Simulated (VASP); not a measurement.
Rh:

```
Rh
1.0
     2.69235    0.00000    0.00000
    -1.34617    2.33164    0.00000
     0.00000    0.00000    4.39661
Rh
2
Direct
  0.33333 0.66667 0.25000
  0.66667 0.33333 0.75000
```

This isn't the form of Rh at room conditions, which is fcc.

- Program: VASP 6.6.1
- Task: relaxation of cell and atoms
- Functional: LDA
- Potentials or basis: VASP PAW LDA potentials, release 64 (Rh_pv)
- Cutoff: 600 eV
- k mesh: 18 × 18 × 10
- Occupations: gaussian, width 0.1 eV
- Spin: no spin polarisation

At the start: pressure -10.5 GPa; volume 13.80 Å³/atom.

Question: Where does the relaxation end?

Answer: Over 10 steps the energy falls by 18.5 meV/atom and the volume is 13.31 Å³/atom (-3.6 %); space group P6_3/mmc (No. 194, to 0.05 Å).

Step by step:
| step | energy change (eV) | largest force (eV/Å) | pressure (GPa) | volume (Å³) |
| --- | --- | --- | --- | --- |
| 1 | 0.0000 | 0.0000 | -10.52 | 27.60 |
| 2 | 0.2396 | 0.0000 | 39.43 | 24.13 |
| 3 | -0.0354 | 0.0000 | -0.22 | 26.63 |
| 4 | -0.0355 | 0.0000 | 0.19 | 26.59 |
| 5 | -0.0355 | 0.0000 | 0.42 | 26.57 |
| 6 | -0.0370 | 0.0000 | 0.23 | 26.59 |
| 7 | -0.0370 | 0.0000 | 0.26 | 26.59 |
| 8 | -0.0370 | 0.0000 | 0.25 | 26.59 |
| 9 | -0.0369 | 0.0000 | -0.56 | 26.66 |
| 10 | -0.0370 | 0.0000 | -0.01 | 26.61 |

Final structure:
```
Rh
1.0
     2.67235    0.00000    0.00000
    -1.33618    2.31433    0.00000
     0.00000    0.00000    4.30272
Rh
2
Direct
  0.33333 0.66667 0.25000
  0.66667 0.33333 0.75000
```
